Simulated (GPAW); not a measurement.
Runs of GPAW 26.7.0 on CdSe (Cadmoselite). It takes space group P6_3mc (No. 186, hexagonal). Conventional cell: a = 4.300 Å, b = 4.300 Å, c = 7.020 Å, α = 90.00°, β = 90.00°, γ = 120.00°. Cd (site symmetry 3m) is surrounded by 4 Se at 2.61 to 2.70 Å. Around Se (site symmetry 3m) lie 4 Cd at 2.61 to 2.70 Å. 

| task | level | potentials or basis | spin | cell | k mesh | cutoff (eV) | smearing | maxiter | band path | band points | spin axis theta (degrees) | spin axis phi (degrees) | gap on the mesh (eV) | pressure (GPa) | V0 of scaled cells (Å³/atom) | relaxed volume (Å³/atom) | B0 (GPa) | largest force (eV/Å) |
| --- | --- | --- | --- | --- | --- | --- | --- | --- | --- | --- | --- | --- | --- | --- | --- | --- | --- | --- |
| band structure | BEEF-vdW | GPAW PAW data sets (gpaw-data 1.2.1), pw | SOC, no magnetisation | P6_3mc, 28.1 Å³/atom | 5 × 5 × 3 | 600 | fermi-dirac 0.05 eV | 150 | GMKGALHA,LM,KH | 60 | 90 | 45 | (b) | - | - | - | - | 0.30 |
| dielectric tensor | PBE | GPAW PAW data sets (gpaw-data 1.2.1), pw | off | P6_3mc, 28.95 Å³/atom | 6 × 6 × 3 | 500 | fermi-dirac 0.001 eV | 150 | - | - | - | - | 0.62 | - | - | - | - | - |
| relaxation of cell and atoms | AM05 | PAW data sets generated in the run's folder for this functional, pw | off | relaxed | 5 × 5 × 3 | 600 | fermi-dirac 0.05 eV | 150 | - | - | - | - | 0.62 | -0.1 | - | 28.37 | - | 0.01 |
| equation of state | C09-vdW | GPAW PAW data sets (gpaw-data 1.2.1), pw | off | P6_3mc, 28.1 Å³/atom | 5 × 5 × 3 | 600 | fermi-dirac 0.05 eV | 150 | - | - | - | - | - | - | (c) | - | 51 | - |
| relaxation of cell and atoms | PBE+D3 | GPAW PAW data sets (gpaw-data 1.2.1), pw | off | relaxed | 5 × 5 × 3 | 600 | fermi-dirac 0.05 eV | 150 | - | - | - | - | 0.64 | -0.1 | - | 28.46 | - | 0.02 |
| relaxation of cell and atoms | revPBE+D4 | the program's PAW data sets (release 1.2.1) made for this functional, pw | off | relaxed | 5 × 5 × 3 | 600 | fermi-dirac 0.05 eV | 150 | - | - | - | - | 0.78 | 0.0 | - | 28.40 | - | 0.02 |
| equation of state | LDA | PAW data sets generated in the run's folder for this functional, pw | off | P6_3mc, 28.1 Å³/atom | 5 × 5 × 3 | 600 | fermi-dirac 0.05 eV | 150 | - | - | - | - | - | - | 27.10 | - | (a) | - |
| single point | PBE | GPAW PAW data sets (gpaw-data 1.2.1), pw | off | P6_3mc, 28.1 Å³/atom | 6 × 6 × 3 | 500 | fermi-dirac 0.05 eV | 120 | - | - | - | - | 0.70 | 2.5 | - | - | - | 0.28 |

Problem. Fill in the values left out.

Solution. (a) 58; (b) 0.69; (c) 28.51.

Caveats: later steps reuse the first step's grids (some runs); the PAW data sets were made with another functional, which shifts forces and pressure a little (some runs); the cell was scaled at fixed shape and fractional positions, which overstates the stiffness of a crystal with free parameters, most of all of layers and chains (some runs); spin-orbit coupling was added after a scalar SCF, so levels and gaps hold it while energy, forces, pressure and moments don't (some runs); this program's spin-orbit splittings come out too wide for heavy elements (some runs); the gap is small at this level, which inflates the dielectric constant (some runs); the long-wavelength limit can be off by several per cent where d states take part (some runs).

A k mesh can miss the band edges, and rows without SOC leave out spin-orbit coupling on Cd, Se.
